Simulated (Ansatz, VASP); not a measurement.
One calculation of Ir, two programs

File POSCAR:

```
Ir
1.0
    0.0000000000      1.9221147239      1.9221147239
    1.9221147239      0.0000000000      1.9221147239
    1.9221147239      1.9221147239      0.0000000000
Ir
1
Direct
    0.0000000000      0.0000000000      0.0000000000
```

INCAR.step1

```
SYSTEM = Ir
PREC     = Accurate       ! precision mode
ENCUT    = 520            ! plane-wave cutoff, eV
ISMEAR   = 0              ! smearing method
SIGMA    = 0.15           ! smearing width, eV
LREAL    = .FALSE.        ! projectors in reciprocal space
LASPH    = .TRUE.         ! aspherical terms in the spheres
NELM     = 80             ! most SCF steps
NBANDS   = 10             ! bands
GGA      = PE             ! functional
ALGO     = Normal         ! electronic algorithm
EDIFF    = 1E-4           ! SCF threshold, eV
LWAVE    = .TRUE.         ! write WAVECAR
LCHARG   = .FALSE.        ! write CHGCAR
```

INCAR.step2

```
SYSTEM = Ir
PREC     = Accurate       ! precision mode
ENCUT    = 520            ! plane-wave cutoff, eV
EDIFF    = 1E-6           ! SCF threshold, eV
ISMEAR   = 0              ! smearing method
SIGMA    = 0.15           ! smearing width, eV
LREAL    = .FALSE.        ! projectors in reciprocal space
LASPH    = .TRUE.         ! aspherical terms in the spheres
NELM     = 80             ! most SCF steps
ALGO     = Normal         ! electronic algorithm
ISIF     = 2              ! what is computed and relaxed
LWAVE    = .FALSE.        ! write WAVECAR
LCHARG   = .FALSE.        ! write CHGCAR
METAGGA  = R2SCAN         ! meta-GGA
LMIXTAU  = .TRUE.       
NBANDS   = 10             ! bands
ISTART   = 1
```

File KPOINTS:

```
Automatic mesh
0
G
  30 30 30
  0 0 0
```

Input for Ansatz:

```yaml
crystal:
  lattice:
    - [0.0, 1.9221147239, 1.9221147239]
    - [1.9221147239, 0.0, 1.9221147239]
    - [1.9221147239, 1.9221147239, 0.0]
  atoms:
    - { symbol: Ir, position: [0.0, 0.0, 0.0] }
basis:
  ecutwfc: 500
kpoints:
  mp_grid: { grid: [30, 30, 30] }
hamiltonian:
  xc: r2scan
scf:
  occupations: { method: gaussian, width: 0.15 }
output:
  forces: true
  stress: true
  eigenvalues: true
  write_density: true
  write_potential: true
  elf: true
  volumetric_format: npy
```

Alike in both runs: task single point; functional r2SCAN; k mesh 30 × 30 × 30; occupations gaussian, width 0.15 eV; no spin polarisation.

```csv
,VASP,Ansatz
version,VASP 6.6.1,Ansatz 0.2.0
potentials or method,"VASP PAW PBE potentials, release 64 (Ir)","scalar-relativistic, plane waves, PAW"
plane-wave cutoff (eV),520,500
valence electrons in the cell,9,17
```

VASP gave:

* gap on the k mesh at the Fermi level (eV): none
* pressure (GPa): 2.6

Question: Which values does Ansatz return?

Answer: gap on the k mesh at the Fermi level (eV): none; pressure (GPa): 0.1.

A gap of «none» marks a metal or a gap that the smearing closes. The two sets of potentials don't hold the same shells in valence.

Caveats: the PAW data sets were made with another functional, which shifts forces and pressure a little (VASP). Spin-orbit coupling is left out, which matters for the levels of Ir.
